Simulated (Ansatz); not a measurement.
LaAlO3 (cubic perovskite, Pm-3m), a = 3.812 Å, b = 3.812 Å, c = 3.812 Å, α = 90.00°, β = 90.00°, γ = 90.00°.

Relaxed with PBE. PBE (plane waves, PAW; program Ansatz) gives a gap of 3.50 eV.

**Question.** What gap does HSE06 give on the same cell (Ansatz, PAW)?

**Answer.** 4.81 eV, 1.32 eV more. The hybrid was solved on a coarser mesh and at special points; its gap is the smallest among all of these.

```
k  v1 PBE  c1 PBE  v1 HSE06  c1 HSE06
-  ------  ------  --------  --------
Γ   -0.13    3.50     -0.18      4.81
R    0.00    4.35       [?]       [?]
M   -0.02    4.21       [?]       [?]
X   -1.05    4.20       [?]       [?]
```

**Question.** Top valence (v1) and lowest conduction level (c1) in eV from each method's valence maximum (which need not be a listed point): supply the withheld HSE06 values.

**Answer.** 
- X, v1 HSE06: -1.18
- X, c1 HSE06: 7.08
- M, v1 HSE06: -0.06
- M, c1 HSE06: 7.12
- R, v1 HSE06: 0.00
- R, c1 HSE06: 6.98

Cost on shared cores: the PBE run (SCF on a 7×7×7 mesh, then bands and DOS) about 15 core-seconds (a rough figure), the HSE06 run (SCF on 4×4×4, then a few points) roughly 90 core-seconds; the tasks are unlike.

This is a known high-temperature phase of the composition, computed here at zero pressure and temperature. The cell was relaxed with PBE under the symmetry of its start. At this level the phase is dynamically unstable (imaginary phonons). Spin–orbit coupling is left out wherever it is not named.

Potentials: the later of the program's two PAW sets.
